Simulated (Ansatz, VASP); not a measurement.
# Two plane-wave programs on Mo

```
Mo
1.0
    -1.58219    1.58219    1.58219
     1.58219   -1.58219    1.58219
     1.58219    1.58219   -1.58219
Mo
1
Direct
  0.00000 0.00000 0.00000
```

The cell was built by a generator and needn't be a form met in nature.

Alike in both runs: task single point; functional r2SCAN; k mesh 15 × 15 × 15; no spin polarisation.

```csv
,VASP,Ansatz
version,VASP 6.6.1,Ansatz 0.2.0
potentials or method,"VASP PAW PBE potentials, release 64 (Mo_sv)",PAW plane waves
plane-wave cutoff (eV),520,500
occupations,"fermi-dirac, width 0.1 eV",fermi-dirac
valence electrons in the cell,14,14
```

```csv
,VASP,Ansatz,Ansatz less VASP
pressure (GPa),-2.3,-3.3,-1.08
```

Caveats: the PAW data sets were made with another functional, which shifts forces and pressure a little (VASP).
